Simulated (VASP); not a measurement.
Runs of VASP 6.6.1 on LiH. The structure is cubic, space group Pm-3m (No. 221). Conventional cell: a = 2.506 Å, b = 2.506 Å, c = 2.506 Å, α = 90.00°, β = 90.00°, γ = 90.00°. Li (site symmetry m-3m) has 8 H at 2.17 Å as nearest neighbours. H (site symmetry m-3m) has 8 Li at 2.17 Å as nearest neighbours. The cell was built by a generator and needn't be a form met in nature.

```csv
task,level,cell,k mesh,cutoff (eV),smearing,exchange at q = 0,grid for exact exchange (PRECFOCK),gap on the mesh (eV),pressure (GPa),relaxed volume (Å³/atom)
relaxation of cell and atoms,PBEsol,relaxed,10 × 10 × 10,600,fermi-dirac 0.02 eV,-,-,0.46,0.0,(b)
single point,r2SCANh,"Pm-3m, 7.83 Å³/atom",8 × 8 × 8,520,gaussian 0.01 eV,truncated,Normal,(c),-,-
single point,PBEsol,"Pm-3m, 7.73 Å³/atom",10 × 10 × 10,520,fermi-dirac 0.02 eV,-,-,0.47,-,-
single point,PBE,"Pm-3m, 7.87 Å³/atom",12 × 12 × 12,520,fermi-dirac 0.02 eV,-,-,(a),-,-
dielectric tensor,r2SCAN,"Pm-3m, 7.83 Å³/atom",8 × 8 × 8,520,gaussian 0.01 eV,-,-,1.30,-,-
relaxation of cell and atoms,PBE,relaxed,12 × 12 × 12,600,fermi-dirac 0.02 eV,-,-,1.05,0.0,6.97
```

Alike in all rows: potentials or basis VASP PAW PBE potentials, release 64 (Li_sv, H); no spin polarisation.

Task: Fill in the values left out.

Result: (a) 0.73; (b) 7.70; (c) 1.80.

Caveats: the cutoff is under 1.25 times the usual one of these potentials, so pressure, stress and relaxed cells hold a basis-set (Pulay) error; the PAW data sets were made with another functional, which shifts forces and pressure a little (some runs); the volume moved by over 15 % at a fixed basis, so the end points are rough (some runs).

A k mesh can miss the band edges.
